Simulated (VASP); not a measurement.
# AlN (P6_3mc) in VASP: single point with HSE06

Aim: the single point of AlN with HSE06.

Program: VASP 6.6.1. These are calculated values, not measurements. Logs are shortened: lines on timing, memory, paths and dates and some standing lists are left out, and cuts for length are marked.

**Measured values to compare with.**

From “Structural and optical properties of self-assembled AlN nanowires grown on SiO2/Si substrates by molecular beam epitaxy”, 2024, arxiv:2402.00216, for a bulk crystal of AlN at 0 K: band gap 6.0343 eV (an exciton energy, a little under the gap).

The runs below are set against these values where they give the same quantity.

## 1. Starting point

Symmetry: P6_3mc, No. 186, hexagonal system. Conventional cell: a = 3.113 Å, b = 3.113 Å, c = 4.982 Å, α = 90.00°, β = 90.00°, γ = 120.00°. Around Al (site symmetry 3m) lie 4 N at 1.89 to 1.90 Å. N (site symmetry 3m) has 4 Al at 1.89 to 1.90 Å as nearest neighbours.

The cell is a database's computed one.

## 2. Single point, HSE06

POSCAR

```
AlN
1.0
    3.1129900000      0.0000000000      0.0000000000
   -1.5565000000      2.6959300000      0.0000000000
    0.0000000000      0.0000000000      4.9820300000
Al N
2 2
Direct
    0.6666700000      0.3333300000      0.4990000000
    0.3333300000      0.6666700000      0.9990000000
    0.6666700000      0.3333300000      0.8810000000
    0.3333300000      0.6666700000      0.3810000000
```

INCAR.step1

```
SYSTEM = AlN
PREC     = Accurate       ! precision mode
ENCUT    = 520            ! plane-wave cutoff, eV
EDIFF    = 1E-5           ! SCF threshold, eV
ISMEAR   = 0              ! smearing method
SIGMA    = 0.02           ! smearing width, eV
LREAL    = .False.        ! projectors in reciprocal space
LASPH    = .True.         ! aspherical terms in the spheres
NELM     = 100            ! most SCF steps
ALGO     = Normal         ! electronic algorithm
ISIF     = 2              ! what is computed and relaxed
LWAVE    = .True.         ! write WAVECAR
LCHARG   = .False.        ! write CHGCAR
GGA      = PE             ! functional
```

INCAR.step2

```
SYSTEM = AlN
PREC     = Accurate       ! precision mode
ENCUT    = 520            ! plane-wave cutoff, eV
EDIFF    = 1E-6           ! SCF threshold, eV
ISMEAR   = 0              ! smearing method
SIGMA    = 0.02           ! smearing width, eV
LREAL    = .False.        ! projectors in reciprocal space
LASPH    = .True.         ! aspherical terms in the spheres
NELM     = 100            ! most SCF steps
ALGO     = Normal         ! electronic algorithm
ISIF     = 2              ! what is computed and relaxed
LWAVE    = .False.        ! write WAVECAR
LCHARG   = .False.        ! write CHGCAR
GGA      = PE             ! functional
LHFCALC  = .True.         ! exact exchange
HFSCREEN = 0.2            ! screening, 1/A
PRECFOCK = Fast         
ISTART   = 1
```

KPOINTS

```
Automatic mesh
0
Gamma
  6 6 4
  0 0 0
```

Potentials or basis: VASP PAW PBE potentials, release 64 (Al, N).

Run with:

```console
$ cat potpaw_PBE.64/Al/POTCAR potpaw_PBE.64/N/POTCAR > POTCAR
$ cp INCAR.step1 INCAR
$ mpirun -np 1 vasp_std > vasp.out
$ cp INCAR.step2 INCAR
$ mpirun -np 1 vasp_std > vasp.out
```

OUTCAR:

```text
SYSTEM = AlN
   PREC = Accurate
   ENCUT = 520
   EDIFF = 1E-6
   ISMEAR = 0
   LREAL = .False.
   LASPH = .True.
   NELM = 100
   ISIF = 2
   GGA = PE
   LHFCALC = .True.
   HFSCREEN = 0.2
   PRECFOCK = Fast
   ISTART = 1

 ion  position               nearest neighbor table
   1  0.667  0.333  0.499-   4 1.89   4 1.89   4 1.89   3 1.90   2 3.07   2 3.07   2 3.07   2 3.07
                             2 3.07   2 3.07
   2  0.333  0.667  0.999-   3 1.89   3 1.89   3 1.89   4 1.90   1 3.07   1 3.07   1 3.07   1 3.07
                             1 3.07   1 3.07
   3  0.667  0.333  0.881-   2 1.89   2 1.89   2 1.89   1 1.90
   4  0.333  0.667  0.381-   1 1.89   1 1.89   1 1.89   2 1.90

  LATTYP: Found a hexagonal cell.
 ALAT       =     3.1129900000
 C/A-ratio  =     1.6004002583

  Lattice vectors:

 A1 = (   3.1129900000,   0.0000000000,   0.0000000000)
 A2 = (  -1.5565000000,   2.6959300000,   0.0000000000)
 A3 = (   0.0000000000,   0.0000000000,   4.9820300000)

Analysis of symmetry for initial positions (statically):
=====================================================================
 Subroutine PRICEL returns:
 Original cell was already a primitive cell.

 Routine SETGRP: Setting up the symmetry group for a
 hexagonal supercell.

 Subroutine GETGRP returns: Found  4 space group operations
 (whereof  2 operations were pure point group operations)
 out of a pool of 24 trial point group operations.

The static configuration has the point symmetry C_1h.
 The point group associated with its full space group is C_2v.

Analysis of symmetry for dynamics (positions and initial velocities):
=====================================================================
 Subroutine PRICEL returns:
 Original cell was already a primitive cell.

 Routine SETGRP: Setting up the symmetry group for a
 hexagonal supercell.

 Subroutine GETGRP returns: Found  4 space group operations
 (whereof  2 operations were pure point group operations)
 out of a pool of 24 trial point group operations.

The dynamic configuration has the point symmetry C_1h.
 The point group associated with its full space group is C_2v.

 Subroutine INISYM returns: Found  4 space group operations
 (whereof  2 operations are pure point group operations),
 and found     1 'primitive' translations

----------------------------------------------------------------------------------------

                                     Primitive cell

  volume of cell :      41.8112

  direct lattice vectors                    reciprocal lattice vectors
     3.112990000  0.000000000  0.000000000     0.321234569  0.185465352  0.000000000
    -1.556500000  2.695930000  0.000000000     0.000000000  0.370929512  0.000000000
     0.000000000  0.000000000  4.982030000     0.000000000  0.000000000  0.200721393

  length of vectors
     3.112990000  3.112993867  4.982030000     0.370929973  0.370929512  0.200721393

  position of ions in fractional coordinates (direct lattice)
     0.666670000  0.333330000  0.499000000
     0.333330000  0.666670000  0.999000000
     0.666670000  0.333330000  0.881000000
     0.333330000  0.666670000  0.381000000

  ion indices of the primitive-cell ions
   primitive index   ion index
                 1           1
                 2           2
                 3           3
                 4           4

----------------------------------------------------------------------------------------

 KPOINTS: Automatic mesh

Automatic generation of k-mesh.
 Grid dimensions read from file:
 generate k-points for:    6    6    4

 Generating k-lattice:

  Cartesian coordinates                     Fractional coordinates (reciprocal lattice)
     0.053539095  0.030910892  0.000000000     0.166666667  0.000000000  0.000000000
     0.000000000  0.061821585  0.000000000     0.000000000  0.166666667  0.000000000
     0.000000000  0.000000000  0.050180348     0.000000000  0.000000000  0.250000000

  Length of vectors
     0.061821662  0.061821585  0.050180348

  Shift w.r.t. Gamma in fractional coordinates (k-lattice)
     0.000000000  0.000000000  0.000000000

 Subroutine IBZKPT returns following result:
 ===========================================

 Found     39 irreducible k-points:

 Following reciprocal coordinates:
            Coordinates               Weight
  0.000000  0.000000  0.000000      1.000000
  0.166667 -0.000000  0.000000      4.000000
 -0.166667  0.166667  0.000000      2.000000
  0.333333 -0.000000  0.000000      4.000000
 -0.333333  0.333333  0.000000      2.000000
  0.500000 -0.000000  0.000000      2.000000
[... 16 lines left out ...]
  0.333333  0.166667  0.250000      8.000000
 -0.166667  0.500000  0.250000      8.000000
 [... further k-points ...]
   k-points           NKPTS =     39   k-points in BZ     NKDIM =    144   number of bands    NBANDS=     12
   number of dos      NEDOS =    301   number of ions     NIONS =      4
   total plane-waves  NPLWV =  23040
   dimension x,y,z NGX =    24 NGY =   24 NGZ =   40
   dimension x,y,z NGXF=    48 NGYF=   48 NGZF=   80
   ions per type =               2   2
   NGX,Y,Z   is equivalent  to a cutoff of  12.82, 12.82, 13.35 a.u.
   NGXF,Y,Z  is equivalent  to a cutoff of  25.63, 25.63, 26.70 a.u.
 SYSTEM =  AlN
   PREC   = accura    normal or accurate (medium, high low for compatibility)
   ISTART =      1    job   : 0-new  1-cont  2-samecut
   ICHARG =      0    charge: 1-file 2-atom 10-const
   ISPIN  =      1    spin polarized calculation?
   LNONCOLLINEAR =      F non collinear calculations
   LSORBIT =      F    spin-orbit coupling
   LASPH  =      T    aspherical Exc in radial PAW
   ENCUT  =  520.0 eV  38.22 Ry    6.18 a.u.   5.79  5.79  9.26*2*pi/ulx,y,z
   NELM   =    100;   NELMIN=  2; NELMDL=  0     # of ELM steps
   EDIFF  = 0.1E-05   stopping-criterion for ELM
   LREAL  =      F    real-space projection
   EDIFFG = 0.1E-04   stopping-criterion for IOM
   NSW    =      0    number of steps for IOM
   IBRION =     -1    ionic relax: 0-MD 1-quasi-New 2-CG
   NFREE  =      0    steps in history (QN), initial steepest desc. (CG)
   ISIF   =      2    stress and relaxation
   ISYM   =      3    0-nonsym 1-usesym 2-fastsym
   POTIM  = 0.5000    time-step for ionic-motion
   TEBEG  =    0.0;   TEEND  =   0.0 temperature during run
   PSTRESS=    0.0 pullay stress
   NELECT =      16.0000    total number of electrons
   NUPDOWN=      -1.0000    fix difference up-down
   EMIN   =  10.00;   EMAX   =-10.00  energy-range for DOS
   EFERMI =   0.00;   METHOD = LEGACY
   ISMEAR =     0;   SIGMA  =   0.02  broadening in eV -4-tet -1-fermi 0-gaus
   EFERMI_NEDOS =   21; number of points for ismear=-14 and -15
   IALGO  =     38    algorithm
   IMIX   =      1    mixing-type and parameters
     AMIX     =   0.40;   BMIX     =  1.00
     AMIX_MAG =   1.60;   BMIX_MAG =  1.00
  volume/ion in A,a.u.               =      10.45        70.54
  Fermi-wavevector in a.u.,A,eV,Ry     =   1.188549  2.246033 19.220268  1.412650
  Thomas-Fermi vector in A             =   2.324677
   LORBIT       =      0    0 simple, 1 ext, 2 COOP (PROOUT), +10 PAW based schemes
   GGA     = PE    functional components
   LHFCALC =     T    Hartree Fock is set to
   PRECFOCK=fast      Normal, Fast or Accurate (Low or Medium for compatibility)
   ENCUT4O =  -1.0   cutoff for four orbital integrals eV
   NKREDX  =     1    reduce k-point grid by
   NKREDY  =     1    reduce k-point grid by
   NKREDZ  =     1    reduce k-point grid by
   AEXX    =    0.2500 exact exchange contribution
   HFSCREEN=    0.2000 screening length (either q_TF or 0.3 A-1)
   HFSCREENC=   0.2000 screening length for correlation (either q_TF or 0.3 A-1)
   ENCUTFOCK=  -1.0 apply spherical cutoff to Coloumb kernel
   IVDW    =     0    specifies the selected vdW correction
   LEPSILON=     F    determine dielectric tensor
   LRPA    =     F    only Hartree local field effects (RPA)
 non-spin polarized calculation
 Gauss-broadening in eV      SIGMA  =   0.02
  energy-cutoff  :      520.00
  volume of cell :       41.81
 maximum number of plane-waves:      1152
  NGX = 14; NGY = 14; NGZ = 24

 number of electron      15.9999996 magnetization

 Free energy of the ion-electron system (eV)
  ---------------------------------------------------
  ext. energy  EPLUGINS =         0.00000000
  ---------------------------------------------------
  free energy    TOTEN  =       -34.95927776 eV

  energy without entropy =      -34.95927776  energy(sigma->0) =      -34.95927776

 E-fermi :   5.3376     XC(G=0):  -8.9792

 val. band max:        5.2311519005   @ k =   0.0000   0.0000   0.0000
 cond. band min:      10.7896981211   @ k =   0.0000   0.0000   0.0000
 fundamental gap:      5.5585462206
 Fermi energy:         5.3376272920

 k-point     1 :       0.0000    0.0000    0.0000
  band No.  band energies     occupation
      1     -11.4780      2.00000
      2      -9.1907      2.00000
      3      -1.2791      2.00000
      4       4.2597      2.00000
      5       4.2599      2.00000
      6       4.9861      2.00000
      7       4.9862      2.00000
      8       5.2312      2.00000
      9      10.7897      0.00000
     10      13.3517      0.00000
     11      17.7071      0.00000
     12      17.9929      0.00000

 k-point     2 :       0.1667   -0.0000    0.0000
  band No.  band energies     occupation
      1     -11.1070      2.00000
      2      -8.9904      2.00000
      3      -0.8242      2.00000
      4       2.7494      2.00000
      5       3.6241      2.00000
      6       3.8338      2.00000
      7       4.8950      2.00000
      8       5.0394      2.00000
      9      12.1170      0.00000
     10      14.4685      0.00000
     11      16.0515      0.00000
     12      16.6180      0.00000

 k-point     3 :      -0.1667    0.1667    0.0000
  band No.  band energies     occupation
      1     -11.1070      2.00000
      2      -8.9904      2.00000
      3      -0.8242      2.00000
      4       2.7494      2.00000
      5       3.6243      2.00000
      6       3.8337      2.00000
      7       4.8948      2.00000
      8       5.0394      2.00000
      9      12.1170      0.00000
     10      14.4685      0.00000
     11      16.0514      0.00000
     12      16.6180      0.00000
[... 286 lines left out ...]
 k-point    23 :       0.3333    0.1667    0.2500
  band No.  band energies     occupation
      1      -9.3269      2.00000
      2      -8.6974      2.00000
      3      -0.4174      2.00000
      4       0.2786      2.00000
      5       1.8614      2.00000
      6       2.7760      2.00000
      7       3.2310      2.00000
      8       4.2084      2.00000
      9      12.4223      0.00000
     10      13.7621      0.00000
     11      15.5153      0.00000
     12      16.5886      0.00000

 k-point    24 :      -0.1667    0.5000    0.2500
  band No.  band energies     occupation
      1      -9.3270      2.00000
      2      -8.6974      2.00000
      3      -0.4174      2.00000
      4       0.2786      2.00000
      5       1.8613      2.00000
      6       2.7760      2.00000
      7       3.2310      2.00000
      8       4.2084      2.00000
      9      12.4223      0.00000
     10      13.7621      0.00000
     11      15.5153      0.00000
     12      16.5887      0.00000

 [... further k-points ...]

------------------------ aborting loop because EDIFF is reached ----------------------------------------

  FORCE on cell =-STRESS in cart. coord.  units (eV):
  Direction    XX          YY          ZZ          XY          YZ          ZX
  --------------------------------------------------------------------------------------
  -------------------------------------------------------------------------------------
  Total       -0.4939287     -0.4933181     -0.4413643      0.0005302      0.0000000      0.0000000
  in kB      -18.9270171    -18.9036197    -16.9127833      0.0203169      0.0000000      0.0000000
  external PRESSURE =     -18.2478067 kB  Pullay stress =       0.0000000 kB

 VOLUME and BASIS-vectors are now :
 -----------------------------------------------------------------------------
  energy-cutoff  :      520.00
  volume of cell :       41.81
      direct lattice vectors                 reciprocal lattice vectors
     3.112990000  0.000000000  0.000000000     0.321234569  0.185465352  0.000000000
    -1.556500000  2.695930000  0.000000000     0.000000000  0.370929512  0.000000000
     0.000000000  0.000000000  4.982030000     0.000000000  0.000000000  0.200721393

 POSITION                                       TOTAL-FORCE (eV/Angst)
 -----------------------------------------------------------------------------------
      1.55651      0.89863      2.48603        -0.000457      0.000264      0.005488
     -0.00002      1.79730      4.97705         0.000457     -0.000264      0.005488
      1.55651      0.89863      4.38917        -0.000463      0.000267     -0.005488
     -0.00002      1.79730      1.89815         0.000463     -0.000267     -0.005488
 -----------------------------------------------------------------------------------
    total drift:                               -0.000000      0.000000      0.000201

  FREE ENERGIE OF THE ION-ELECTRON SYSTEM (eV)
  ---------------------------------------------------
  free  energy   TOTEN  =       -34.9592777560 eV

  energy  without entropy=      -34.9592777560  energy(sigma->0) =      -34.95927776
```

Wall time 19 min (1 thread of Intel Xeon Platinum 8259CL at 2.50GHz (Skylake/Cascade Lake), shared host); peak memory 0.27 GiB.

Results:

```yaml
Free_energy: -34.9593 eV
Pressure: -1.8 GPa
Largest_force: 0.006 eV/Å
Band_gap_on_the_k_mesh: 5.56 eV, direct
```

Forces on the atoms (eV/Å):
```
Al   0.000  0.000  0.005
Al   0.000  0.000  0.005
N    0.000  0.000 -0.005
N    0.000  0.000 -0.005
```

Levels at points of the mesh, in eV from the valence-band top:
```
           k point  band 4  band 5  band 6  band 7  band 8  band 9  band 10  band 11  band 12
(0.00, 0.00, 0.00)   -0.97   -0.97   -0.25   -0.25    0.00    5.56     8.12    12.48    12.76
(0.50, 0.00, 0.00)   -4.54   -3.65   -2.31   -1.90   -0.78    7.18     7.18     9.72    12.08
(0.50, 0.50, 0.00)   -4.54   -3.65   -2.31   -1.90   -0.78    7.18     7.18     9.72    12.08
(0.00, 0.00, 0.50)   -3.60   -0.62   -0.62   -0.62   -0.62    7.94     7.94    12.00    12.00
(0.50, 0.00, 0.50)   -6.09   -1.63   -1.63   -1.49   -1.49    6.66     6.66    10.79    10.79
(0.50, 0.50, 0.50)   -6.09   -1.63   -1.63   -1.49   -1.49    6.66     6.66    10.79    10.79
```

Caveat: the PAW data sets were made with another functional, which shifts forces and pressure a little.

## 3. How close it comes

Step 2. Measured gap of AlN: 6.0343 eV (an exciton energy, a little under the gap; 0 K; quoted in “Structural and optical properties of self-assembled AlN nanowires grown on SiO2/Si substrates by molecular beam epitaxy”, 2024, arxiv:2402.00216). This calculation gives 5.56 eV (-0.48 eV). 2 values of this kind are on record (6.034 to 6.0343 eV); this one was drawn at random. The value is that of HSE06, without temperature or zero-point motion. The cell is a database's relaxed one, not the measured one, which moves gaps too.
